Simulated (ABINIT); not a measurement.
# CdS (Greenockite) (P6_3mc) in ABINIT: single point with LDA

Aim: the single point of CdS (Greenockite) with LDA.

All numbers are computed with ABINIT 10.8.3 (patched build); they aren't measurements. Logs are shortened: lines on timing, memory, paths and dates and some standing lists are left out, and cuts for length are marked. The log counts tension as positive stress, the text compression.

**Experimental background.**

“Isotope dependence of band-gap energy”, 2008, arxiv:0807.2152 quotes, for a bulk crystal of CdS: band gap 2.5809 ± 0.0002 eV.

The results are compared with them further down.

## 1. The crystal as given

It takes space group P6_3mc (No. 186, hexagonal). The conventional cell has a = 4.150 Å, b = 4.150 Å, c = 6.737 Å, α = 90.00°, β = 90.00°, γ = 120.00°. Around Cd (site symmetry 3m) lie 4 S at 2.53 to 2.54 Å. S (site symmetry 3m) is surrounded by 4 Cd at 2.53 to 2.54 Å.

## 2. Single point, LDA

File run.abi:

```
pp_dirpath "./"
pseudos "Cd.upf, S.upf"

acell 3*1.0 Angstrom
rprim
     4.1500000000     0.0000000000     0.0000000000
    -2.0750000000     3.5940054257     0.0000000000
     0.0000000000     0.0000000000     6.7370000000
ntypat 2
znucl 48 16
natom 4
typat 1 1 2 2
xred
     0.6666666667     0.3333333333     0.5000000000
     0.3333333333     0.6666666667     0.0000000000
     0.6666666667     0.3333333333     0.8750000000
     0.3333333333     0.6666666667     0.3750000000

ecut 47.0

kptopt 1
ngkpt 5 5 3
nshiftk 1
shiftk 0.0 0.0 0.0

ixc 7

nband 32
occopt 3
tsmear 0.05 eV

nstep 100
tolvrs 1.0e-10

iomode 3
prtwf 0
prtden 0
prteig 0
prtebands 0
enunit 2
prtvol 2
```

Potentials or basis: PseudoDojo NC SR LDA v0.4.1 standard.

Launch:

```console
> mpirun --bind-to none -np 4 abinit run.abi > log 2>&1
```

run.abo:

```text
.Version 10.8.3 of ABINIT
 Symmetries : space group P6_3 m c (#186); Bravais hP (primitive hexag.)
================================================================================
 Values of the parameters that define the memory need of the present run
     intxc =       0    ionmov =       0      iscf =       7    lmnmax =       6
     lnmax =       6     mgfft =      80  mpssoang =       3    mqgrid =    3929
     natom =       4  nloc_mem =       1    nspden =       1   nspinor =       1
    nsppol =       1      nsym =      12    n1xccc =    2501    ntypat =       2
    occopt =       3   xclevel =       1
       mpw =       10457          nfft =      200000          nkpt =          10
================================================================================
================================================================================

--------------------------------------------------------------------------------
------------- Echo of variables that govern the present computation ------------
--------------------------------------------------------------------------------
 -outvars: echo values of preprocessed input variables --------
            acell      1.8897261259E+00  1.8897261259E+00  1.8897261259E+00 Bohr
              amu      1.12411000E+02  3.20660000E+01
             ecut      4.70000000E+01 Hartree
           enunit           2
              ixc           7
         kptrlatt        5    0    0      0    5    0      0    0    3
          kptrlen      3.81932547E+01
            natom           4
            nband          32
            ngfft          50      50      80
             nkpt          10
            nstep         100
             nsym          12
           ntypat           2
           occopt           3
           prtden           0
        prtebands           0
           prteig           0
           prtvol           2
            prtwf           0
            rprim      4.1500000000E+00  0.0000000000E+00  0.0000000000E+00
                      -2.0750000000E+00  3.5940054257E+00  0.0000000000E+00
                       0.0000000000E+00  0.0000000000E+00  6.7370000000E+00
          spgroup         186
           tolvrs      1.00000000E-10
           tsmear      1.83746611E-03 Hartree
            typat      1  1  2  2
           xangst      2.0750000000E+00  1.1980018086E+00  3.3685000000E+00
                       8.9138723714E-17  2.3960036171E+00  0.0000000000E+00
                       2.0750000000E+00  1.1980018086E+00  5.8948750000E+00
[... 324 lines left out ...]
   3.61352    3.70093    6.34065    7.57179    9.34656   10.39491   10.67784   11.13707
 kpt#   3, nband= 32, wtk=  0.08000, kpt=  0.4000  0.0000  0.0000 (reduced coord)
 -97.15463  -97.15462  -58.31147  -58.31138  -58.31119  -58.31105  -58.31104  -58.31077
  -7.95984   -7.77173   -3.64105   -3.61912   -3.47709   -3.44295   -3.40260   -3.35753
  -3.25847   -3.19187   -3.12963   -2.70828   -0.14024    0.64369    1.21989    2.16296
   2.84392    3.28513    7.35058    7.65921    8.96984    9.99524   10.79970   11.85557
 kpt#   4, nband= 32, wtk=  0.08000, kpt=  0.2000  0.2000  0.0000 (reduced coord)
 -97.15463  -97.15463  -58.31136  -58.31134  -58.31119  -58.31109  -58.31108  -58.31075
[... 18 lines left out ...]
 kpt#   8, nband= 32, wtk=  0.16000, kpt=  0.4000  0.0000  0.3333 (reduced coord)
 -97.15463  -97.15462  -58.31149  -58.31143  -58.31115  -58.31108  -58.31094  -58.31081
  -7.90522   -7.81062   -3.63550   -3.57342   -3.55546   -3.48380   -3.39277   -3.34009
  -3.24795   -3.21624   -3.05899   -2.85659   -0.14321    0.28155    1.99156    2.42119
   2.93276    2.97757    7.00790    7.66199    9.12240    9.42526   11.33299   11.40163
 kpt#   9, nband= 32, wtk=  0.16000, kpt=  0.2000  0.2000  0.3333 (reduced coord)
 -97.15461  -97.15460  -58.31137  -58.31134  -58.31115  -58.31110  -58.31094  -58.31078
  -7.94691   -7.83029   -3.61135   -3.60539   -3.53909   -3.51771   -3.39997   -3.37581
  -3.26575   -3.26080   -3.13379   -2.89787    0.18323    0.71359    2.06711    2.09590
   2.69460    3.07917    7.57787    8.37232    9.26743    9.43229   10.53457   10.58856
 kpt#  10, nband= 32, wtk=  0.16000, kpt=  0.4000  0.2000  0.3333 (reduced coord)
 -97.15462  -97.15462  -58.31146  -58.31144  -58.31126  -58.31118  -58.31088  -58.31082
  -7.83249   -7.78924   -3.59715   -3.57188   -3.52918   -3.46763   -3.35654   -3.32267
  -3.26916   -3.25346   -2.82429   -2.75558   -0.19438    0.02615    1.48827    2.18334
   2.41394    2.83874    7.75300    8.36030    9.48056    9.48179   10.23322   11.10371
 Total charge density [el/Bohr^3]
)     Maximum=    2.5706E+00  at reduced coord.    0.3800    0.7600    0.9875
)Next maximum=    2.5706E+00  at reduced coord.    0.3800    0.6200    0.9875
)     Minimum=    1.1967E-03  at reduced coord.    0.0000    0.0000    0.1875
)Next minimum=    1.1967E-03  at reduced coord.    0.0000    0.0000    0.6875
   Integrated=    5.2000E+01

--- !EnergyTerms
iteration_state     : {dtset: 1, }
comment             : Components of total free energy in Hartree
kinetic             :  1.30423488815711E+02
hartree             :  1.30771179851515E+02
xc                  : -5.44440884251691E+01
Ewald energy        : -1.97799265838707E+02
psp_core            :  4.91048906292279E+00
local_psp           : -3.97293010576785E+02
non_local_psp       :  1.06548083556995E+01
internal            : -3.72776398754813E+02
'-kT*entropy'       : -1.84360911726440E-07
total_energy        : -3.72776398939174E+02
total_energy_eV     : -1.01437625749198E+04
band_energy         : -4.28011568504630E+01
...

 Cartesian components of stress tensor (hartree/bohr^3)
  sigma(1 1)=  1.21802743E-04  sigma(3 2)=  0.00000000E+00
  sigma(2 2)=  1.21802743E-04  sigma(3 1)=  0.00000000E+00
  sigma(3 3)=  1.03931305E-04  sigma(2 1)=  0.00000000E+00

-Cartesian components of stress tensor (GPa)         [Pressure= -3.4083E+00 GPa]
- sigma(1 1)=  3.58356042E+00  sigma(3 2)=  0.00000000E+00
- sigma(2 2)=  3.58356042E+00  sigma(3 1)=  0.00000000E+00
- sigma(3 3)=  3.05776457E+00  sigma(2 1)=  0.00000000E+00

== END DATASET(S) ==============================================================
================================================================================

 -outvars: echo values of variables after computation  --------
            acell      1.8897261259E+00  1.8897261259E+00  1.8897261259E+00 Bohr
           etotal     -3.7277639894E+02
            fcart      3.4334614173E-29  9.9115493676E-30 -1.1321945507E-03
                      -3.4334614173E-29  9.9115493676E-30 -1.1321945507E-03
                      -3.4334614173E-29 -2.9734648103E-29  1.1321945507E-03
                       3.4334614173E-29  9.9115493676E-30  1.1321945507E-03
            rprim      4.1500000000E+00  0.0000000000E+00  0.0000000000E+00
                      -2.0750000000E+00  3.5940054257E+00  0.0000000000E+00
                       0.0000000000E+00  0.0000000000E+00  6.7370000000E+00
           strten      1.2180274281E-04  1.2180274284E-04  1.0393130534E-04
                       0.0000000000E+00  0.0000000000E+00  0.0000000000E+00
           xangst      2.0750000000E+00  1.1980018086E+00  3.3685000000E+00
                       8.9138723714E-17  2.3960036171E+00  0.0000000000E+00
                       2.0750000000E+00  1.1980018086E+00  5.8948750000E+00
                       8.9138723714E-17  2.3960036171E+00  2.5263750000E+00
             xred      6.6666666667E-01  3.3333333333E-01  5.0000000000E-01
                       3.3333333333E-01  6.6666666667E-01  0.0000000000E+00
                       6.6666666667E-01  3.3333333333E-01  8.7500000000E-01
                       3.3333333333E-01  6.6666666667E-01  3.7500000000E-01
 Calculation completed.
```

It took 60 s on 4 MPI ranks of Arm Neoverse V1, shared host; peak memory 0.44 GiB.

Results:

| Property | Result |
| --- | --- |
| Free energy | -10143.7626 eV |
| Largest force | 0.058 eV/Å |
| Band gap on the k mesh | 0.91 eV, direct |
| Valence electrons inside the program's atomic spheres | Cd 17.16; S 3.88 |

Forces in eV/Å, atoms in the order of the input:
```
Cd   0.000  0.000 -0.058
Cd   0.000  0.000 -0.058
S    0.000  0.000  0.058
S    0.000  0.000  0.058
```

Caveat: the cutoff is too short for stress, so the log's stress isn't used.

## 3. Comparison with measurements

Step 2. Against the measured gap of CdS, 2.5809 eV (quoted in “Isotope dependence of band-gap energy”, 2008, arxiv:0807.2152), the calculated 0.91 eV is off by -1.68 eV. So large a miss can be the level of theory's own, or it may mean another phase, state or a wrong row. Spin-orbit coupling on Cd is left out. The value is that of LDA, without temperature or zero-point motion. Semilocal functionals fall short of measured gaps as a rule.
